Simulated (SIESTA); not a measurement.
The system is Ag.

```
CELL_PARAMETERS angstrom
0.00000 2.04275 2.04275
2.04275 0.00000 2.04275
2.04275 2.04275 0.00000
ATOMIC_POSITIONS crystal
Ag 0.00000 0.00000 0.00000
```

Base run:

* Program: SIESTA 5.4.2
* Functional: PBE
* Potentials or basis: PseudoDojo 0.4 standard (PBE files)
* Basis: SZ (energy shift 0.003 Ry)
* Grid cutoff: 800 Ry
* Energy shift: 0.003 Ry
* k mesh: 11 × 11 × 11
* Occupations: fermi-dirac, width 0.05 eV
* Spin: no spin polarisation

Its results: band gap on the k mesh none (metal or under the smearing width); pressure 21.6 GPa.

Question: The run is repeated on the same cell with these changes: potentials or basis from PseudoDojo 0.4 standard (PBE files) to SG15 1.2 (PBE files) or PseudoDojo by element; basis from SZ (energy shift 0.003 Ry) to DZP (energy shift 0.003 Ry; two zetas on semicore shells). What comes out?

Answer: Band gap on the k mesh none (metal or under the smearing width); pressure 0.8 GPa.

Caveats: the basis of atomic orbitals isn't converged, which shifts pressures, moduli and gaps; the basis has no polarisation orbitals (some runs); short orbitals over semicore shells can move pressures by several GPa (some runs); so large a pressure means that the cell lies far from this level's equilibrium, or that cutoff or potentials fall short (some runs).
